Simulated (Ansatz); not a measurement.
LiH built on the wurtzite prototype (it has left that coordination) (r2SCAN geometry), in Ansatz:

```cif
data_structure
_symmetry_space_group_name_H-M 'P6_3/mmc'
_symmetry_Int_Tables_number 194
_cell_length_a 3.2558
_cell_length_b 3.2558
_cell_length_c 4.0684
_cell_angle_alpha 90.000
_cell_angle_beta 90.000
_cell_angle_gamma 120.000
_cell_volume 37.35
loop_
_atom_site_label
_atom_site_type_symbol
_atom_site_symmetry_multiplicity
_atom_site_Wyckoff_symbol
_atom_site_fract_x
_atom_site_fract_y
_atom_site_fract_z
_atom_site_occupancy
Li1 Li 2 d 0.33333 0.66667 0.75000 1
H1 H 2 c 0.33333 0.66667 0.25000 1
```

G0W0@PBE with 60 empty bands, a screening cutoff of 80 eV and a 6×6×4 mesh (PAW, contour deformation) gives 3.598 eV over the mesh points, from a PBE gap of 1.835 eV; it sums over 64 bands with 59 plane waves in the screening and a wave cutoff of 420 eV. No extrapolation in bands, cutoff or mesh was made for G0W0. The cell comes from a prototype generator: it can be a known phase or a hypothetical one. Spin polarisation is off.

(1) Another run gave a Kohn-Sham gap of 1.835 eV and a G0W0 gap of 3.818 eV, summing over 262 bands with 249 plane waves in the screening and a wave cutoff of 420 eV. What was changed?

(2) Another run gave a Kohn-Sham gap of 1.835 eV and a G0W0 gap of 3.750 eV, summing over 144 bands with 133 plane waves in the screening and a wave cutoff of 420 eV. What was changed?

(3) Estimate the gap with mesh 6×6×6.

Results:

(1) Empty bands 258, screening cutoff 210 eV. The counts of bands and plane waves show that both rose or fell; the cutoff follows only within a few eV.

(2) Empty bands 140, screening cutoff 140 eV. The counts of bands and plane waves show that both rose or fell; the cutoff follows only within a few eV.

(3) 3.614 eV (+0.016 eV), from a Kohn-Sham gap of 1.837 eV.
